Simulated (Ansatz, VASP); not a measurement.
## Pt in VASP and in Ansatz

```xyz
1
Lattice="0.0000 2.0240 2.0240 2.0240 0.0000 2.0240 2.0240 2.0240 0.0000" Properties=species:S:1:pos:R:3 pbc="T T T"
Pt    0.0000    0.0000    0.0000
```

Alike in both runs: task single point; functional PBE; k mesh 18 × 18 × 18; occupations gaussian, width 0.1 eV; no spin polarisation.

```csv
,VASP,Ansatz
version,VASP 6.6.1,Ansatz 0.2.0
potentials or method,"VASP PAW PBE potentials, release 64 (Pt)","scalar-relativistic, plane waves, PAW"
plane-wave cutoff (eV),520,420
valence electrons in the cell,10,18
```

```tsv
	VASP	Ansatz	Ansatz less VASP
gap on the k mesh at the Fermi level (eV)	none	none	-
pressure (GPa)	-12.7	-12.3	+0.39
```

A gap of «none» marks a metal or a gap that the smearing closes. With one functional, cell and mesh, what is left measures potentials, basis and numerics. The two sets of potentials don't hold the same shells in valence.

The runs have no spin-orbit coupling, so splittings on Pt are missing.
